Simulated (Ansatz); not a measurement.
# Na: the cost of one run

Program: Ansatz 0.2.0. Level of theory: DFT PBEsol, scalar-relativistic, plane waves, PAW. These are calculated values, not measurements.

3 further runs of the same task are left out: 2 that didn't finish, 1 set aside as unsound or not needed.

### Step 1. Starting point

It takes space group Fm-3m (No. 225, cubic). Conventional cell: a = 4.404 Å, b = 4.404 Å, c = 4.404 Å, α = 90.00°, β = 90.00°, γ = 90.00°. Around Li (site symmetry m-3m) lie 12 Li at 3.11 Å.

Structure file:

```
Li
1.0
     0.00000    2.20200    2.20200
     2.20200    0.00000    2.20200
     2.20200    2.20200    0.00000
Li
1
Direct
  0.00000 0.00000 0.00000
```

The structure comes from the Crystallography Open Database.

### Step 2. Substitution of an element, cell strained: Li → Na, first probe

The change: Na takes all sites of Li, and lengths are scaled by 1.178 as a first guess of the size; strain xx, yy, zz, yz, xz, xy = +2.7, +2.7, +2.7, +0.0, +0.0, +0.0 %.

input.yaml

```yaml
crystal:
  lattice:
    - [0.0, 2.6651575324, 2.6651575324]
    - [2.6651575324, 0.0, 2.6651575324]
    - [2.6651575324, 2.6651575324, 0.0]
  atoms:
    - { symbol: Na, position: [0.0, 0.0, 0.0] }
basis:
  ecutwfc: 420
kpoints:
  mp_grid: { grid: [6, 6, 6] }
hamiltonian:
  xc: pbesol
scf:
  occupations: { method: gaussian, width: 0.1 }
output:
  forces: true
  stress: true
  eigenvalues: true
```

On the command line:

```console
$ ansatz run input.yaml --threads 1 --pin off --max-ram 1331MiB --backend cpu --events-out ev --progress --plain --runs-dir out
```

What time and memory should one allow on 1 thread of an x86-64 CPU, shared host?

About 1.2 s, with a peak of 0.28 GiB.
